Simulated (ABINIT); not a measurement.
Ni:

```
Ni
1.0
     0.00000    1.73757    1.73757
     1.73757    0.00000    1.73757
     1.73757    1.73757    0.00000
Ni
1
Direct
  0.00000 0.00000 0.00000
```

Base run:

| Quantity | Value |
| --- | --- |
| Program | ABINIT 10.8.3 (patched build) |
| Functional | PBEsol |
| Potentials or basis | JTH PAW PBE v2.0 |
| Cutoff | 1333 eV |
| k mesh | 13 × 13 × 13 |
| Occupations | fermi-dirac, width 0.05 eV |
| Spin | collinear spin, ferromagnetic start |
| Starting moments | [1.0] μB |

Its results: band gap on the k mesh none (metal or under the smearing width); pressure -1.9 GPa; net moment 0.63 μB per cell; site moments Ni +0.67 μB.

After a change of settings the same cell gave: band gap on the k mesh none (metal or under the smearing width); pressure -2.7 GPa; net moment 0.63 μB per cell; site moments Ni +0.66 μB. Which change was it?
A. functional from PBEsol to LDA
B. functional from PBEsol to AM05
C. functional from PBEsol to BLYP
D. functional from PBEsol to WC

B.

Caveats: the PAW data sets were made with another functional, which shifts forces and pressure a little.

Runs at the PBE level aren't shown here.
